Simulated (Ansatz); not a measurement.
Crystal: PbSe (Clausthalite).

```xyz
2
Lattice="0.0000 3.0606 3.0606 3.0606 0.0000 3.0606 3.0606 3.0606 0.0000" Properties=species:S:1:pos:R:3 pbc="T T T"
Pb    0.0000    0.0000    0.0000
Se    3.0606    3.0606    3.0606
```

```yaml
Program: Ansatz 0.2.0
Task: relaxation of cell and atoms
Functional: r2SCAN
Potentials_or_basis: Ansatz PAW
Cutoff: "500 eV (not typed: the program's choice for these potentials)"
k_mesh: 8 × 8 × 8
Occupations: fermi-dirac, width 0.05 eV
Spin: no spin polarisation
```

At the start: volume 28.67 Å³/atom.

**Question.** Where does the relaxation end?

**Answer.** It ends after 4 steps and the volume is 29.49 Å³/atom (+2.9 %); space group Fm-3m (No. 225, to 0.05 Å).

The path:
| step | energy change (eV) | largest force (eV/Å) | volume (Å³) |
| --- | --- | --- | --- |
| 1 | 0.0000 | 0.0000 | 57.34 |
| 2 | -0.0052 | 0.0000 | 59.82 |
| 3 | -0.0073 | 0.0000 | 58.98 |
| 4 | -0.0073 | 0.0000 | 58.98 |

Final structure:
```yaml
crystal:
  lattice:
    - [0.00000, 3.08954, 3.08954]
    - [3.08954, 0.00000, 3.08954]
    - [3.08954, 3.08954, 0.00000]
  atoms:
    - { symbol: Pb, position: [0.00000, 0.00000, 0.00000] }
    - { symbol: Se, position: [0.50000, 0.50000, 0.50000] }
```

The cell as given is a measured one (28.67 Å³/atom); r2SCAN puts the equilibrium volume +2.9 % from it, thermal expansion not counted.

Caveat: the plane-wave basis is chosen anew once the cell has moved, so the energies of steps on either side of that aren't comparable; the PAW data sets come from PBE, with cores solved anew for the run's functional, which leaves a small shift of forces and pressure.
